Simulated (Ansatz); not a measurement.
Crystal: SnO2.

```
Sn O
1.0
     0.00000    2.57415    2.57415
     2.57415    0.00000    2.57415
     2.57415    2.57415    0.00000
Sn O
1 2
Direct
  0.00000 0.00000 0.00000
  0.75000 0.75000 0.75000
  0.25000 0.25000 0.25000
```

Measurements of this composition are mostly on another form, of space group No. 136.

Base run:

| Property | Result |
| --- | --- |
| Program | Ansatz 0.2.0 |
| Functional | PBE |
| Potentials or basis | Ansatz PAW |
| Cutoff | 420 eV (not typed: the program's choice for these potentials) |
| k mesh | 9 × 9 × 9 |
| Occupations | fermi-dirac, width 0.05 eV |
| Spin | no spin polarisation |

Its results: band gap on the k mesh none (metal or under the smearing width); pressure -0.5 GPa.

Q: The run is repeated on the same cell with these changes: functional from PBE to LDA. What comes out?

A: Band gap on the k mesh none (metal or under the smearing width); pressure -12.2 GPa.

LDA binds more tightly than PBE, so the same cell stands under less pressure.

Caveats: spin-orbit coupling is left out, which moves the levels of the heavy elements; the PAW data sets come from PBE, with cores solved anew for the run's functional, which leaves a small shift of forces and pressure (some runs).
